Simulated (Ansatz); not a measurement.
Runs of Ansatz 0.2.0 on PbS. It takes space group P-6m2 (No. 187, hexagonal). Conventional cell: a = 4.090 Å, b = 4.090 Å, c = 3.788 Å, α = 90.00°, β = 90.00°, γ = 120.00°. Around Pb (site symmetry -6m2) lie 6 S at 3.03 Å. S (site symmetry -6m2) has 6 Pb at 3.03 Å as nearest neighbours. Measurements of this composition are mostly on another form, of space group No. 225.

```tsv
task	level	spin	cell	k mesh	cutoff (eV)	points for each segment of the path	gap on the mesh (eV)	pressure (GPa)	relaxed volume (Å³/atom)
single point	HSE06	SOC, no magnetisation	as given	4 × 4 × 3	420	-	1.64	-1.9	-
relaxation of cell and atoms	HSE06	off	relaxed	4 × 4 × 4	420	-	0.47	0.0	26.82
relaxation of cell and atoms	PBE0	off	relaxed	4 × 4 × 4	420	-	1.09	0.0	26.83
single point	B3LYP	off	as given	4 × 4 × 4	420	-	1.14	1.9	-
relaxation of cell and atoms	B3LYP	off	relaxed	4 × 4 × 4	420	-	(a)	0.0	28.42
single point	r2SCANh	off	as given	4 × 4 × 4	500	-	0.77	(b)	-
relaxation of cell and atoms	PBEsol0	off	relaxed	4 × 4 × 4	420	-	0.76	0.0	25.87
band structure	HSE06	off	as given	4 × 4 × 4	420	4	-	-1.1	-
```

Alike in all rows: potentials or basis Ansatz PAW; smearing fermi-dirac 0.05 eV; the mesh is coarse, so values aren't converged.

Question: Estimate the missing entries.

Answer: (a) 1.30; (b) -1.2.

Caveats: all runs use coarse meshes; the PAW data sets come from PBE, with cores solved anew for the run's functional, which leaves a small shift of forces and pressure; spin-orbit coupling is left out, which as a rule narrows the gap of such compounds by several tenths of an eV (some runs); the thresholds are loose for stress (some runs); the plane-wave basis is chosen anew once the cell has moved, so the energies of steps on either side of that aren't comparable (some runs); odd divisions of the mesh miss points on the zone boundary, where band edges often lie, so the gap on the mesh can be too wide (some runs); spin-orbit coupling is left out, which moves the levels of the heavy elements (some runs).

A k mesh can miss the band edges, and rows without SOC leave out spin-orbit coupling on Pb.
